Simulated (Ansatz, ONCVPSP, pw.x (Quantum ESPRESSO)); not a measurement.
## What a changed setting does to a pw.x run (bcc Mg)

Potential: optimised norm-conserving Vanderbilt (ONCV), ONCVPSP 4.0.1, PBE; core [Ne], reference 3s1 3p1; waves: 3s: rc 2.20 bohr, ncon 4, nbas 8, qcut 3.3 1/bohr, 2 projectors, debl 1 Ha; 3p: rc 2.20 bohr, ncon 4, nbas 8, qcut 3.8 1/bohr, 2 projectors, debl 1.3 Ha; d scattering state at 0.03 Ha: rc 1.85 bohr, ncon 5, nbas 9, qcut 5.1 1/bohr, 2 projectors, debl 3.5 Ha; local part: polynomial inside 1.30 bohr (lpopt 5, dvloc0 0 Ha); core correction: Teter function fitted to the true core (icmod 2), fcfact 0.4.

The reference run (k-mesh 13³, cutoffs 50/200 Ry, Fermi–Dirac 0.01 Ry, mixing_beta 0.4, conv_thr 1e-9, no spin) gives -0.22 GPa at 22.870 Å³/atom, where all-electron LAPW gives 0.19 GPa. This run, with its own iteration cap, changes diagonalization to cg.

```
&control
  calculation='scf', prefix='x', pseudo_dir='./', outdir='./tmp', tstress=.true., disk_io='none'
/
&system
  ibrav=0, nat=1, ntyp=1, ecutwfc=50, ecutrho=200, nbnd=8,
  occupations='smearing', smearing='fd', degauss=0.01
/
&electrons
  conv_thr=1e-09, mixing_beta=0.4, electron_maxstep=60, diagonalization='cg'
/
ATOMIC_SPECIES
Mg 1.0 Mg.UPF
CELL_PARAMETERS angstrom
  -1.78814222 1.78814222 1.78814222
  1.78814222 -1.78814222 1.78814222
  1.78814222 1.78814222 -1.78814222
ATOMIC_POSITIONS crystal
Mg 0.0000 0.0000 0.0000
K_POINTS automatic
13 13 13 0 0 0
```

```bash
pw.x < Mg.scf.in > Mg.scf.out
```

**Question.** How does the run end?

**Answer.** It converges in 5 iterations; the free energy moves by +0.0 meV/atom and the pressure by +0.00 GPa. The result is that of the reference run.

```
Message from routine setup:
     using ibrav=0 with symmetry is DISCOURAGED, use correct ibrav instead
     lattice parameter (alat)  =       5.8528  a.u.
     unit-cell volume          =     154.3344 (a.u.)^3
     number of electrons       =         2.00
     number of Kohn-Sham states=            8
     kinetic-energy cutoff     =      50.0000  Ry
     charge density cutoff     =     200.0000  Ry
     scf convergence threshold =      1.0E-09
     Exchange-correlation= PBE
     number of k points=    84  Fermi-Dirac smearing, width (Ry)=  0.0100
     iteration #  1     ecut=    50.00 Ry     beta= 0.40
     total energy              =      -2.45754250 Ry
     estimated scf accuracy    <       0.00165641 Ry
     iteration #  2     ecut=    50.00 Ry     beta= 0.40
     total energy              =      -2.45733611 Ry
     estimated scf accuracy    <       0.00057856 Ry
     iteration #  3     ecut=    50.00 Ry     beta= 0.40
     total energy              =      -2.45734521 Ry
     estimated scf accuracy    <       0.00000027 Ry
     iteration #  4     ecut=    50.00 Ry     beta= 0.40
     total energy              =      -2.45734593 Ry
     estimated scf accuracy    <       0.00000064 Ry
     iteration #  5     ecut=    50.00 Ry     beta= 0.40
     the Fermi energy is     3.6481 ev
!    total energy              =      -2.45734594 Ry
     estimated scf accuracy    <          1.8E-10 Ry
     smearing contrib. (-TS)   =      -0.00215137 Ry
     The total energy is F=E-TS. E is the sum of the following terms:
     one-electron contribution =       1.28612220 Ry
     hartree contribution      =       0.00365173 Ry
     xc contribution           =      -1.59100177 Ry
     ewald contribution        =      -2.15396673 Ry
     convergence has been achieved in   5 iterations
          total   stress  (Ry/bohr**3)                   (kbar)     P=       -2.21
     Message from routine punch:
     Nothing written, as per user request (disk_io='none')
```

The run took about 17 s on one core of a shared host (Intel(R) Xeon(R) Processor @ 2.60GHz, 24 threads, 31 GiB, load 14).
